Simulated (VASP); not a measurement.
# Zn3H (Fm-3m) in VASP: further runs

Aim: see how the results for Zn3H move with the level of theory and the settings. Levels: PBEsol, RPBE. Tasks: band structure.

Program: VASP 6.6.1. These are calculated values, not measurements. Logs are shortened: lines on timing, memory, paths and dates and some standing lists are left out, and cuts for length are marked.

## Step 1: Starting point

It takes space group Fm-3m (No. 225, cubic). Conventional cell: a = 5.993 Å, b = 5.993 Å, c = 5.993 Å, α = 90.00°, β = 90.00°, γ = 90.00°. Zn (site symmetry m-3m) has 8 Zn at 2.60 Å as nearest neighbours. Zn (site symmetry -43m) has 4 Zn at 2.60 Å and 4 H at 2.60 Å as nearest neighbours. H (site symmetry m-3m) is surrounded by 8 Zn at 2.60 Å.

The cell was built by a generator and needn't be a form met in nature.

## Step 2: Band structure, PBEsol

Input file INCAR:

```
SYSTEM = Zn3H
  PREC = Accurate
  ENCUT = 520
  EDIFF = 1E-7
  ISMEAR = -1
  SIGMA = 0.05
  LREAL = .False.
  LASPH = .True.
  NELM = 60
  ALGO = Normal
  ISIF = 2
  LWAVE = .False.
  LCHARG = .False.
  GGA = PS
  NBANDS = 26
```

Input file KPOINTS:

```
Automatic mesh
0
Gamma
  6 6 6
  0 0 0
```

Input file POSCAR:

```
Zn3H
1.0
    0.0000000000      2.9965800000      2.9965800000
    2.9965800000      0.0000000000      2.9965800000
    2.9965800000      2.9965800000      0.0000000000
Zn H
3 1
Direct
    0.5000000000      0.5000000000      0.5000000000
    0.2500000000      0.2500000000      0.2500000000
    0.7500000000      0.7500000000      0.7500000000
    0.0000000000      0.0000000000      0.0000000000
```

Input file KPOINTS_OPT:

```
path GXWKGLUWLK,UX
10
line-mode
reciprocal
 0.0000000000  0.0000000000  0.0000000000  G
 0.5000000000  0.0000000000  0.5000000000  X

 0.5000000000  0.0000000000  0.5000000000  X
 0.5000000000  0.2500000000  0.7500000000  W

 0.5000000000  0.2500000000  0.7500000000  W
 0.3750000000  0.3750000000  0.7500000000  K

 0.3750000000  0.3750000000  0.7500000000  K
 0.0000000000  0.0000000000  0.0000000000  G

 0.0000000000  0.0000000000  0.0000000000  G
 0.5000000000  0.5000000000  0.5000000000  L

 0.5000000000  0.5000000000  0.5000000000  L
 0.6250000000  0.2500000000  0.6250000000  U

 0.6250000000  0.2500000000  0.6250000000  U
 0.5000000000  0.2500000000  0.7500000000  W

 0.5000000000  0.2500000000  0.7500000000  W
 0.5000000000  0.5000000000  0.5000000000  L

 0.5000000000  0.5000000000  0.5000000000  L
 0.3750000000  0.3750000000  0.7500000000  K

 0.6250000000  0.2500000000  0.6250000000  U
 0.5000000000  0.0000000000  0.5000000000  X
```

Potentials or basis: VASP PAW PBE potentials, release 64 (Zn, H).

The run is started by

```console
cat potpaw_PBE.64/Zn/POTCAR potpaw_PBE.64/H/POTCAR > POTCAR
mpirun -np 1 vasp_std > vasp.out
```

OUTCAR:

```text
SYSTEM = Zn3H
   PREC = Accurate
   ENCUT = 520
   EDIFF = 1E-7
   ISMEAR = -1
   LREAL = .False.
   LASPH = .True.
   NELM = 60
   ISIF = 2
   GGA = PS

 ion  position               nearest neighbor table
   1  0.500  0.500  0.500-   2 2.60   2 2.60   2 2.60   2 2.60   3 2.60   3 2.60   3 2.60   3 2.60

   2  0.250  0.250  0.250-   1 2.60   1 2.60   1 2.60   1 2.60   3 3.00   3 3.00   3 3.00   3 3.00
                             3 3.00   3 3.00
   3  0.750  0.750  0.750-   1 2.60   1 2.60   1 2.60   1 2.60   2 3.00   2 3.00   2 3.00   2 3.00
                             2 3.00   2 3.00
   4  0.000  0.000  0.000-

  LATTYP: Found a face centered cubic cell.
 ALAT       =     5.9931600000

  Lattice vectors:

 A1 = (   0.0000000000,   2.9965800000,   2.9965800000)
 A2 = (   2.9965800000,   0.0000000000,   2.9965800000)
 A3 = (   2.9965800000,   2.9965800000,   0.0000000000)

Analysis of symmetry for initial positions (statically):
=====================================================================
 Subroutine PRICEL returns:
 Original cell was already a primitive cell.

 Routine SETGRP: Setting up the symmetry group for a
 face centered cubic supercell.

 Subroutine GETGRP returns: Found 48 space group operations
 (whereof 48 operations were pure point group operations)
 out of a pool of 48 trial point group operations.

The static configuration has the point symmetry O_h .

Analysis of symmetry for dynamics (positions and initial velocities):
=====================================================================
 Subroutine PRICEL returns:
 Original cell was already a primitive cell.

 Routine SETGRP: Setting up the symmetry group for a
 face centered cubic supercell.

 Subroutine GETGRP returns: Found 48 space group operations
 (whereof 48 operations were pure point group operations)
 out of a pool of 48 trial point group operations.

The dynamic configuration has the point symmetry O_h .

 Subroutine INISYM returns: Found 48 space group operations
 (whereof 48 operations are pure point group operations),
 and found     1 'primitive' translations

----------------------------------------------------------------------------------------

                                     Primitive cell

  volume of cell :      53.8155

  direct lattice vectors                    reciprocal lattice vectors
     0.000000000  2.996580000  2.996580000    -0.166856884  0.166856884  0.166856884
     2.996580000  0.000000000  2.996580000     0.166856884 -0.166856884  0.166856884
     2.996580000  2.996580000  0.000000000     0.166856884  0.166856884 -0.166856884

  length of vectors
     4.237804077  4.237804077  4.237804077     0.289004600  0.289004600  0.289004600

  position of ions in fractional coordinates (direct lattice)
     0.500000000  0.500000000  0.500000000
     0.250000000  0.250000000  0.250000000
     0.750000000  0.750000000  0.750000000
     0.000000000  0.000000000  0.000000000

  ion indices of the primitive-cell ions
   primitive index   ion index
                 1           1
                 2           2
                 3           3
                 4           4

----------------------------------------------------------------------------------------

 KPOINTS: Automatic mesh

Automatic generation of k-mesh.
 Grid dimensions read from file:
 generate k-points for:    6    6    6

 Generating k-lattice:

  Cartesian coordinates                     Fractional coordinates (reciprocal lattice)
    -0.027809481  0.027809481  0.027809481     0.166666667  0.000000000  0.000000000
     0.027809481 -0.027809481  0.027809481     0.000000000  0.166666667  0.000000000
     0.027809481  0.027809481 -0.027809481     0.000000000  0.000000000  0.166666667

  Length of vectors
     0.048167433  0.048167433  0.048167433

  Shift w.r.t. Gamma in fractional coordinates (k-lattice)
     0.000000000  0.000000000  0.000000000

 Subroutine IBZKPT returns following result:
 ===========================================

 Found     16 irreducible k-points:

 Following reciprocal coordinates:
            Coordinates               Weight
  0.000000  0.000000  0.000000      1.000000
  0.166667  0.000000  0.000000      8.000000
  0.333333  0.000000  0.000000      8.000000
  0.500000  0.000000  0.000000      4.000000
  0.166667  0.166667  0.000000      6.000000
  0.333333  0.166667  0.000000     24.000000
[... 8 lines left out ...]
 -0.333333  0.333333  0.166667     24.000000
 -0.333333  0.500000  0.166667     12.000000
   k-points           NKPTS =     16   k-points in BZ     NKDIM =     16   number of bands    NBANDS=     26
   number of dos      NEDOS =    301   number of ions     NIONS =      4
   total plane-waves  NPLWV =  32768
   dimension x,y,z NGX =    32 NGY =   32 NGZ =   32
   dimension x,y,z NGXF=    64 NGYF=   64 NGZF=   64
   ions per type =               3   1
   NGX,Y,Z   is equivalent  to a cutoff of  12.55, 12.55, 12.55 a.u.
   NGXF,Y,Z  is equivalent  to a cutoff of  25.11, 25.11, 25.11 a.u.
 SYSTEM =  Zn3H
   PREC   = accura    normal or accurate (medium, high low for compatibility)
   ISTART =      0    job   : 0-new  1-cont  2-samecut
   ICHARG =      2    charge: 1-file 2-atom 10-const
   ISPIN  =      1    spin polarized calculation?
   LNONCOLLINEAR =      F non collinear calculations
   LSORBIT =      F    spin-orbit coupling
   LASPH  =      T    aspherical Exc in radial PAW
   ENCUT  =  520.0 eV  38.22 Ry    6.18 a.u.   7.88  7.88  7.88*2*pi/ulx,y,z
   NELM   =     60;   NELMIN=  2; NELMDL= -5     # of ELM steps
   EDIFF  = 0.1E-06   stopping-criterion for ELM
   LREAL  =      F    real-space projection
   EDIFFG = 0.1E-05   stopping-criterion for IOM
   NSW    =      0    number of steps for IOM
   IBRION =     -1    ionic relax: 0-MD 1-quasi-New 2-CG
   NFREE  =      0    steps in history (QN), initial steepest desc. (CG)
   ISIF   =      2    stress and relaxation
   ISYM   =      2    0-nonsym 1-usesym 2-fastsym
   POTIM  = 0.5000    time-step for ionic-motion
   TEBEG  =    0.0;   TEEND  =   0.0 temperature during run
   PSTRESS=    0.0 pullay stress
   NELECT =      37.0000    total number of electrons
   NUPDOWN=      -1.0000    fix difference up-down
   EMIN   =  10.00;   EMAX   =-10.00  energy-range for DOS
   EFERMI =   0.00;   METHOD = LEGACY
   ISMEAR =    -1;   SIGMA  =   0.05  broadening in eV -4-tet -1-fermi 0-gaus
   EFERMI_NEDOS =   21; number of points for ismear=-14 and -15
   IALGO  =     38    algorithm
   IMIX   =      4    mixing-type and parameters
     AMIX     =   0.40;   BMIX     =  1.00
     AMIX_MAG =   1.60;   BMIX_MAG =  1.00
  volume/ion in A,a.u.               =      13.45        90.79
  Fermi-wavevector in a.u.,A,eV,Ry     =   1.444906  2.730476 28.405600  2.087753
  Thomas-Fermi vector in A             =   2.563148
   LORBIT       =      0    0 simple, 1 ext, 2 COOP (PROOUT), +10 PAW based schemes
   GGA     = PS    functional components
   LHFCALC =     F    Hartree Fock is set to
   AEXX    =    0.0000 exact exchange contribution
   IVDW    =     0    specifies the selected vdW correction
   LEPSILON=     F    determine dielectric tensor
   LRPA    =     F    only Hartree local field effects (RPA)
 non-spin polarized calculation
  energy-cutoff  :      520.00
  volume of cell :       53.82
 maximum number of plane-waves:      1464
   NGX = 15   NGY = 15   NGZ = 15

 number of electron      36.9999978 magnetization

 Free energy of the ion-electron system (eV)
  ---------------------------------------------------
  ext. energy  EPLUGINS =         0.00000000
  ---------------------------------------------------
  free energy    TOTEN  =        -6.09995665 eV

  energy without entropy =       -6.08462627  energy(sigma->0) =       -6.09229146

 E-fermi :   1.9934     XC(G=0): -11.1394

 val. band max:        1.9869538413   @ k =  -0.3333   0.3333   0.0000
 cond. band min:       2.2722413216   @ k =   0.5000   0.1667   0.0000
 fundamental gap:      0.2852874803
 Fermi energy:         1.9934415998

 k-point     1 :       0.0000    0.0000    0.0000
  band No.  band energies     occupation
      1      -7.8334      2.00000
      2      -5.9234      2.00000
      3      -5.9234      2.00000
      4      -5.7396      2.00000
      5      -5.7396      2.00000
      6      -5.7396      2.00000
[... 18 lines left out ...]
     25       9.4158      0.00000
     26       9.4158      0.00000

 k-point     2 :       0.1667    0.0000    0.0000
  band No.  band energies     occupation
      1      -7.4833      2.00000
      2      -5.8759      2.00000
      3      -5.8759      2.00000
      4      -5.7941      2.00000
      5      -5.7709      2.00000
      6      -5.7709      2.00000
[... 18 lines left out ...]
     25       8.9520      0.00000
     26       8.9520      0.00000

 k-point     3 :       0.3333    0.0000    0.0000
  band No.  band energies     occupation
      1      -6.5375      2.00000
      2      -5.8206      2.00000
      3      -5.8206      2.00000
      4      -5.8112      2.00000
      5      -5.7529      2.00000
      6      -5.7529      2.00000
[... 18 lines left out ...]
     25      10.6831      0.00000
     26      10.6831      0.00000

 k-point     4 :       0.5000    0.0000    0.0000
  band No.  band energies     occupation
      1      -5.8803      2.00000
      2      -5.8393      2.00000
      3      -5.8393      2.00000
      4      -5.7457      2.00000
      5      -5.6704      2.00000
      6      -5.6704      2.00000
[... 18 lines left out ...]
     25      13.1827      0.00000
     26      13.1827      0.00000

 k-point     5 :       0.1667    0.1667    0.0000
  band No.  band energies     occupation
      1      -7.3667      2.00000
      2      -5.8845      2.00000
      3      -5.8527      2.00000
      4      -5.7894      2.00000
      5      -5.7894      2.00000
      6      -5.7825      2.00000
[... 18 lines left out ...]
     25       8.9598      0.00000
     26      10.4905      0.00000

 k-point     6 :       0.3333    0.1667    0.0000
  band No.  band energies     occupation
      1      -6.6196      2.00000
      2      -5.8642      2.00000
      3      -5.8421      2.00000
      4      -5.8219      2.00000
      5      -5.7930      2.00000
      6      -5.7441      2.00000
[... 195 lines left out ...]
 k-point    13 :       0.5000    0.5000    0.0000
  band No.  band energies     occupation
      1      -6.0309      2.00000
      2      -6.0254      2.00000
      3      -5.8196      2.00000
      4      -5.8196      2.00000
      5      -5.5312      2.00000
      6      -5.4533      2.00000
[... 18 lines left out ...]
     25      14.2467      0.00000
     26      14.2467      0.00000

 k-point    14 :       0.5000    0.3333    0.1667
  band No.  band energies     occupation
      1      -6.0528      2.00000
      2      -5.9061      2.00000
      3      -5.8666      2.00000
      4      -5.8076      2.00000
      5      -5.7393      2.00000
      6      -5.6181      2.00000
[... 18 lines left out ...]
     25      11.7140      0.00000
     26      12.2592      0.00000

 k-point    15 :      -0.3333    0.3333    0.1667
  band No.  band energies     occupation
      1      -5.9691      2.00000
      2      -5.9404      2.00000
      3      -5.8157      2.00000
      4      -5.8094      2.00000
      5      -5.7132      2.00000
      6      -5.5008      2.00000
[... 18 lines left out ...]
     25      11.4597      0.00000
     26      13.2050      0.00000

 k-point    16 :      -0.3333    0.5000    0.1667
  band No.  band energies     occupation
      1      -5.9987      2.00000
      2      -5.9348      2.00000
      3      -5.9109      2.00000
      4      -5.8054      2.00000
      5      -5.6181      2.00000
      6      -5.3850      2.00000
[... 18 lines left out ...]
     25      13.3936      0.00000
     26      14.6071      0.00000

------------------------ aborting loop because EDIFF is reached ----------------------------------------

  FORCE on cell =-STRESS in cart. coord.  units (eV):
  Direction    XX          YY          ZZ          XY          YZ          ZX
  --------------------------------------------------------------------------------------
  -------------------------------------------------------------------------------------
  Total       -1.4252153     -1.4252153     -1.4252153     -0.0000000     -0.0000000      0.0000000
  in kB      -42.4310162    -42.4310162    -42.4310162     -0.0000000     -0.0000000      0.0000000
  external PRESSURE =     -42.4310162 kB  Pullay stress =       0.0000000 kB

 VOLUME and BASIS-vectors are now :
 -----------------------------------------------------------------------------
  energy-cutoff  :      520.00
  volume of cell :       53.82
      direct lattice vectors                 reciprocal lattice vectors
     0.000000000  2.996580000  2.996580000    -0.166856884  0.166856884  0.166856884
     2.996580000  0.000000000  2.996580000     0.166856884 -0.166856884  0.166856884
     2.996580000  2.996580000  0.000000000     0.166856884  0.166856884 -0.166856884

 POSITION                                       TOTAL-FORCE (eV/Angst)
 -----------------------------------------------------------------------------------
      2.99658      2.99658      2.99658         0.000000     -0.000000      0.000000
      1.49829      1.49829      1.49829        -0.000000     -0.000000     -0.000000
      4.49487      4.49487      4.49487         0.000000      0.000000      0.000000
      0.00000      0.00000      0.00000         0.000000     -0.000000      0.000000
 -----------------------------------------------------------------------------------
    total drift:                               -0.000000     -0.000000      0.000000

  FREE ENERGIE OF THE ION-ELECTRON SYSTEM (eV)
  ---------------------------------------------------
  free  energy   TOTEN  =        -6.0999566474 eV

  energy  without entropy=       -6.0846262694  energy(sigma->0) =       -6.09229146
```

Run time: 25 s. Hardware: 1 thread of Intel Xeon 6975P-C (Granite Rapids), shared host; peak memory 0.17 GiB.

What came out:

| Property | Result |
| --- | --- |
| Free energy | -6.1000 eV |
| Pressure | -4.2 GPa |
| Band gap along the path | none (metal or under the smearing width) |

Levels at the corners of the path, in eV from the Fermi level:
```tsv
point	band 15	band 16	band 17	band 18	band 19	band 20	band 21	band 22	band 23	band 24
Γ	-6.77	-6.77	0.40	3.31	3.31	3.31	3.74	4.16	4.16	4.16
X	-6.73	-5.36	-4.74	-1.20	-1.20	-0.96	-0.03	9.11	10.93	10.93
X	-6.73	-5.36	-4.74	-1.20	-1.20	-0.96	-0.03	9.11	10.93	10.93
W	-6.67	-4.24	-4.16	-3.82	-3.82	2.45	4.82	4.82	6.13	11.29
W	-6.67	-4.24	-4.16	-3.82	-3.82	2.45	4.82	4.82	6.13	11.29
K	-6.73	-4.75	-4.57	-4.28	-0.51	-0.26	3.58	7.52	8.38	8.47
K	-6.73	-4.75	-4.57	-4.28	-0.51	-0.26	3.58	7.52	8.38	8.47
Γ	-6.77	-6.77	0.40	3.31	3.31	3.31	3.74	4.16	4.16	4.16
Γ	-6.77	-6.77	0.40	3.31	3.31	3.31	3.74	4.16	4.16	4.16
L	-6.78	-6.22	-5.70	0.51	1.82	1.82	2.89	3.72	3.72	8.66
L	-6.78	-6.22	-5.70	0.51	1.82	1.82	2.89	3.72	3.72	8.66
U	-6.73	-4.75	-4.57	-4.28	-0.51	-0.26	3.58	7.52	8.38	8.47
U	-6.73	-4.75	-4.57	-4.28	-0.51	-0.26	3.58	7.52	8.38	8.47
W	-6.67	-4.24	-4.16	-3.82	-3.82	2.45	4.82	4.82	6.13	11.29
W	-6.67	-4.24	-4.16	-3.82	-3.82	2.45	4.82	4.82	6.13	11.29
L	-6.78	-6.22	-5.70	0.51	1.82	1.82	2.89	3.72	3.72	8.66
L	-6.78	-6.22	-5.70	0.51	1.82	1.82	2.89	3.72	3.72	8.66
K	-6.73	-4.75	-4.57	-4.28	-0.51	-0.26	3.58	7.52	8.38	8.47
U	-6.73	-4.75	-4.57	-4.28	-0.51	-0.26	3.58	7.52	8.38	8.47
X	-6.73	-5.36	-4.74	-1.20	-1.20	-0.96	-0.03	9.11	10.93	10.93
```

Caveat: the PAW data sets were made with another functional, which shifts forces and pressure a little.

(Continued in part 2 of 2.)
